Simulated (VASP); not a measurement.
Wanted: an ASE script for a VASP 6.6.1 run.

| Quantity | Value |
| --- | --- |
| Task | single point |
| Functional | LDA |
| Potentials or basis | VASP PAW LDA potentials, release 64 (Al) |
| Cutoff | 520 eV |
| k mesh | 12 × 12 × 12 |
| Occupations | gaussian, width 0.02 eV |
| Spin | no spin polarisation |
| Further INCAR settings | ALGO = Fast; EDIFF = 1.00e-06; NBANDS = 8 |

The structure of Al lies in Al.cif:

```cif
data_Al
_cell_length_a 3.18243738
_cell_length_b 3.18243738
_cell_length_c 3.18243738
_cell_angle_alpha 90.00000000
_cell_angle_beta 90.00000000
_cell_angle_gamma 90.00000000
_space_group_name_H-M_alt 'Im-3m'
_space_group_name_Hall '-I 4 2 3'
_space_group_IT_number 229
loop_
_space_group_symop_operation_xyz
'x,y,z'
'-x,-y,-z'
'-y,x,z'
'y,-x,-z'
'-x,-y,z'
'x,y,-z'
'y,-x,z'
'-y,x,-z'
'x,-y,-z'
'-x,y,z'
'-y,-x,-z'
'y,x,z'
'-x,y,-z'
'x,-y,z'
'y,x,-z'
'-y,-x,z'
'z,x,y'
'-z,-x,-y'
'z,-y,x'
'-z,y,-x'
'z,-x,-y'
'-z,x,y'
'z,y,-x'
'-z,-y,x'
'-z,x,-y'
'z,-x,y'
'-z,-y,-x'
'z,y,x'
'-z,-x,y'
'z,x,-y'
'-z,y,x'
'z,-y,-x'
'y,z,x'
'-y,-z,-x'
'x,z,-y'
'-x,-z,y'
'-y,z,-x'
'y,-z,x'
'-x,z,y'
'x,-z,-y'
'-y,-z,x'
'y,z,-x'
'-x,-z,-y'
'x,z,y'
'y,-z,-x'
'-y,z,x'
'x,-z,y'
'-x,z,-y'
'x+1/2,y+1/2,z+1/2'
'-x+1/2,-y+1/2,-z+1/2'
'-y+1/2,x+1/2,z+1/2'
'y+1/2,-x+1/2,-z+1/2'
'-x+1/2,-y+1/2,z+1/2'
'x+1/2,y+1/2,-z+1/2'
'y+1/2,-x+1/2,z+1/2'
'-y+1/2,x+1/2,-z+1/2'
'x+1/2,-y+1/2,-z+1/2'
'-x+1/2,y+1/2,z+1/2'
'-y+1/2,-x+1/2,-z+1/2'
'y+1/2,x+1/2,z+1/2'
'-x+1/2,y+1/2,-z+1/2'
'x+1/2,-y+1/2,z+1/2'
'y+1/2,x+1/2,-z+1/2'
'-y+1/2,-x+1/2,z+1/2'
'z+1/2,x+1/2,y+1/2'
'-z+1/2,-x+1/2,-y+1/2'
'z+1/2,-y+1/2,x+1/2'
'-z+1/2,y+1/2,-x+1/2'
'z+1/2,-x+1/2,-y+1/2'
'-z+1/2,x+1/2,y+1/2'
'z+1/2,y+1/2,-x+1/2'
'-z+1/2,-y+1/2,x+1/2'
'-z+1/2,x+1/2,-y+1/2'
'z+1/2,-x+1/2,y+1/2'
'-z+1/2,-y+1/2,-x+1/2'
'z+1/2,y+1/2,x+1/2'
'-z+1/2,-x+1/2,y+1/2'
'z+1/2,x+1/2,-y+1/2'
'-z+1/2,y+1/2,x+1/2'
'z+1/2,-y+1/2,-x+1/2'
'y+1/2,z+1/2,x+1/2'
'-y+1/2,-z+1/2,-x+1/2'
'x+1/2,z+1/2,-y+1/2'
'-x+1/2,-z+1/2,y+1/2'
'-y+1/2,z+1/2,-x+1/2'
'y+1/2,-z+1/2,x+1/2'
'-x+1/2,z+1/2,y+1/2'
'x+1/2,-z+1/2,-y+1/2'
'-y+1/2,-z+1/2,x+1/2'
'y+1/2,z+1/2,-x+1/2'
'-x+1/2,-z+1/2,-y+1/2'
'x+1/2,z+1/2,y+1/2'
'y+1/2,-z+1/2,-x+1/2'
'-y+1/2,z+1/2,x+1/2'
'x+1/2,-z+1/2,y+1/2'
'-x+1/2,z+1/2,-y+1/2'
loop_
_atom_site_label
_atom_site_type_symbol
_atom_site_symmetry_multiplicity
_atom_site_Wyckoff_symbol
_atom_site_fract_x
_atom_site_fract_y
_atom_site_fract_z
_atom_site_occupancy
Al1 Al 2 a 0.0000000000 0.0000000000 0.0000000000 1
```

This isn't the form of Al at room conditions, which is fcc.

One way to write it, as run:

run.py

```python
from ase.calculators.vasp import Vasp
from ase.dft.bandgap import bandgap
from ase.io import read

atoms = read('Al.cif', primitive_cell=True, subtrans_included=False)
calc = Vasp(
    directory='calc',
    xc='lda',
    pp='LDA',
    setups='materialsproject',
    prec='Accurate',
    encut=520,
    ediff=1e-06,
    ismear=0,
    sigma=0.02,
    lreal=False,
    lasph=True,
    nelm=80,
    algo='Fast',
    isif=2,
    lwave=False,
    lcharg=False,
    kpts=[12, 12, 12],
    gamma=True,
    nbands=8,
)
atoms.calc = calc

print('energy (eV):', atoms.get_potential_energy())
print('free energy (eV):', atoms.get_potential_energy(force_consistent=True))
print('forces (eV/A):')
print(atoms.get_forces())
print('stress (eV/A^3, Voigt):', atoms.get_stress())
print('Fermi level (eV):', calc.get_fermi_level())
gap, top, bottom = bandgap(calc)
print('band gap (eV):', gap, 'from (spin, k, band)', top, 'to', bottom)
```

Potentials or basis: VASP PAW LDA potentials, release 64 (Al).

Run with:

```bash
$ python run.py
```

Results of the run:

```json
{"Pressure": "0.6 GPa", "Band gap on the k mesh": "none (metal or under the smearing width)"}
```

Wall time 11 s on 1 thread of Intel(R) Xeon(R) Platinum 8488C (Sapphire Rapids), on a shared host, peak memory 0.11 GiB.
